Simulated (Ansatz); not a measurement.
Stability checks on a candidate for NaCl

The structure comes from a generated guess, relaxed at this level; another structure or a mixture of phases may lie lower.

Theory: DFT PBE, scalar-relativistic, plane waves, PAW in Ansatz. Plane waves to 420 eV, a 6×6×4 mesh through Γ for the 2-atom cell and 0.02 eV Gaussian smearing; no spin polarisation.

```cif
data_structure
_symmetry_space_group_name_H-M 'P4/mmm'
_symmetry_Int_Tables_number 123
_cell_length_a 3.8527
_cell_length_b 3.8527
_cell_length_c 6.2997
_cell_angle_alpha 90.000
_cell_angle_beta 90.000
_cell_angle_gamma 90.000
_cell_volume 93.51
loop_
_atom_site_label
_atom_site_type_symbol
_atom_site_symmetry_multiplicity
_atom_site_Wyckoff_symbol
_atom_site_fract_x
_atom_site_fract_y
_atom_site_fract_z
_atom_site_occupancy
Na1 Na 1 d 0.50000 0.50000 0.50000 1
Cl1 Cl 1 b 0.00000 0.00000 0.50000 1
```

The zero of energy is the elements' standard structures at the same level (Cl₂ as a molecule); no fitted shifts are applied.

Task: These tests were run: energy against the elements; phonons on a 4×4×2 q mesh. What do they show?

Result:

```json
{"test": "energy against the elements", "result": "−1.707 eV/atom"}
{"test": "phonons on a 4×4×2 q mesh", "result": "imaginary modes down to 36i cm⁻¹"}
```

It fails one test: phonons on a 4×4×2 q mesh. So it isn't even a local minimum.

No dispersion correction is applied, so the spacing and binding between layers, chains or molecules are poorly described. The run for the phonons used an 8×8×4 k mesh. Another cell of NaCl relaxed alike, in P6_3/mmc, lies 115 meV/atom lower, so this cell isn't the stable form at this level.
